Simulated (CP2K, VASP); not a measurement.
Given: the input of a run of VASP 6.6.1 on ZnS (Wurtzite-6H). 

INCAR

```
SYSTEM = ZnS
ALGO = Fast
EDIFF = 1E-6
ENCUT = 520
GGA = PE
ISIF = 2
ISMEAR = 0
LASPH = .TRUE.
LCHARG = .FALSE.
LREAL = .FALSE.
LWAVE = .FALSE.
NELM = 100
PREC = Accurate
SIGMA = 0.012
```

KPOINTS

```
k-points
0
G
  8 8 2
  0 0 0
```

The input POSCAR:

```
ZnS
1.0
    3.8120000000      0.0000000000      0.0000000000
   -1.9060000000      3.3012888392      0.0000000000
    0.0000000000      0.0000000000     18.6899900000
Zn S
6 6
Direct
    0.3333333333      0.6666666667      0.8333300000
    0.6666666667      0.3333333333      0.3333300000
    0.6666666667      0.3333333333      0.6666700000
    0.3333333333      0.6666666667      0.1666700000
    0.0000000000      0.0000000000      0.5000000000
    0.0000000000      0.0000000000      0.0000000000
    0.3333333333      0.6666666667      0.9583300000
    0.6666666667      0.3333333333      0.4583300000
    0.6666666667      0.3333333333      0.7916700000
    0.3333333333      0.6666666667      0.2916700000
    0.0000000000      0.0000000000      0.6250000000
    0.0000000000      0.0000000000      0.1250000000
```

Potentials or basis: VASP PAW PBE potentials, release 64 (Zn, S).

Launch:

```sh
$ cat potpaw_PBE.64/Zn/POTCAR potpaw_PBE.64/S/POTCAR > POTCAR
$ mpirun -np 1 vasp_std > vasp.out
```

Q: Set up the same calculation for CP2K 2026.2. Potentials or basis there: POTENTIAL_UZH Zn GTH-PBE-q12, S GTH-PBE-q6; TZVP-MOLOPT-PBE-GTH basis.

A: As run (cutoffs and basis follow the program's own potentials, and thresholds, step limits or extra output files can differ):

zns_scf.inp

```
&GLOBAL
  PROJECT zns_scf
  RUN_TYPE ENERGY_FORCE
  PRINT_LEVEL LOW
&END GLOBAL
&FORCE_EVAL
  METHOD QS
  STRESS_TENSOR ANALYTICAL
  &DFT
    BASIS_SET_FILE_NAME BASIS_MOLOPT_UZH
    POTENTIAL_FILE_NAME POTENTIAL_UZH
    &MGRID
      CUTOFF 450
      REL_CUTOFF 60
      NGRIDS 5
    &END MGRID
    &QS
      METHOD GPW
      EPS_DEFAULT 1.0E-10
    &END QS
    &KPOINTS
      SCHEME MONKHORST-PACK 8 8 2
      GAMMA_CENTERED T
      SYMMETRY T
      SYMMETRY_BACKEND SPGLIB
    &END KPOINTS
    &SCF
      SCF_GUESS ATOMIC
      EPS_SCF 1.0E-6
      MAX_SCF 100
      ADDED_MOS 30
      CHOLESKY OFF
      EPS_EIGVAL 1.0E-7
      &DIAGONALIZATION ON
        ALGORITHM STANDARD
      &END DIAGONALIZATION
      &MIXING ON
        METHOD BROYDEN_MIXING
        ALPHA 0.4
        BETA 1.5
        NBUFFER 8
      &END MIXING
      &SMEAR ON
        METHOD GAUSSIAN
        SIGMA [eV] 0.012
      &END SMEAR
    &END SCF
    &XC
      &XC_FUNCTIONAL
        &GGA_X_PBE
        &END GGA_X_PBE
        &GGA_C_PBE
        &END GGA_C_PBE
      &END XC_FUNCTIONAL
    &END XC
    &PRINT
      &KPOINTS ON
      &END KPOINTS
      &MULLIKEN ON
      &END MULLIKEN
      &MO ON
        ENERGIES T
        OCCUPATION_NUMBERS T
        &EACH
          QS_SCF 0
        &END EACH
        ADD_LAST NUMERIC
      &END MO
      &LOWDIN ON
      &END LOWDIN
      &HIRSHFELD ON
        SHAPE_FUNCTION DENSITY
      &END HIRSHFELD
      &E_DENSITY_CUBE ON
        STRIDE 1
      &END E_DENSITY_CUBE
      &V_HARTREE_CUBE ON
        STRIDE 1
      &END V_HARTREE_CUBE
      &ELF_CUBE ON
        STRIDE 1
      &END ELF_CUBE
    &END PRINT
  &END DFT
  &SUBSYS
    &CELL
      ABC 3.8120000000 3.8120000000 18.6899900000
      ALPHA_BETA_GAMMA 90.0000000000 90.0000000000 120.0000000002
      PERIODIC XYZ
    &END CELL
    &COORD
      SCALED
      Zn  0.3333333333 0.6666666667 0.8333300000
      Zn  0.6666666667 0.3333333333 0.3333300000
      Zn  0.6666666667 0.3333333333 0.6666700000
      Zn  0.3333333333 0.6666666667 0.1666700000
      Zn  0.0000000000 0.0000000000 0.5000000000
      Zn  0.0000000000 0.0000000000 0.0000000000
      S   0.3333333333 0.6666666667 0.9583300000
      S   0.6666666667 0.3333333333 0.4583300000
      S   0.6666666667 0.3333333333 0.7916700000
      S   0.3333333333 0.6666666667 0.2916700000
      S   0.0000000000 0.0000000000 0.6250000000
      S   0.0000000000 0.0000000000 0.1250000000
    &END COORD
    &KIND Zn
      BASIS_SET TZVP-MOLOPT-PBE-GTH-q12
      POTENTIAL GTH-PBE-q12
    &END KIND
    &KIND S
      BASIS_SET TZVP-MOLOPT-PBE-GTH-q6
      POTENTIAL GTH-PBE-q6
    &END KIND
    &PRINT
      &ATOMIC_COORDINATES ON
      &END ATOMIC_COORDINATES
      &CELL ON
      &END CELL
      &SYMMETRY ON
      &END SYMMETRY
    &END PRINT
  &END SUBSYS
  &PRINT
    &FORCES ON
    &END FORCES
    &STRESS_TENSOR ON
    &END STRESS_TENSOR
  &END PRINT
&END FORCE_EVAL
```

Potentials or basis: POTENTIAL_UZH Zn GTH-PBE-q12, S GTH-PBE-q6; TZVP-MOLOPT-PBE-GTH basis.

Command:

```console
$ OMP_NUM_THREADS=1 cp2k.psmp -i zns_scf.inp -o zns_scf.out
```

Both were run:

|  | VASP | CP2K |
| --- | --- | --- |
| Pressure | 2.4 GPa | 2.6 GPa |

Pressure is positive in compression.
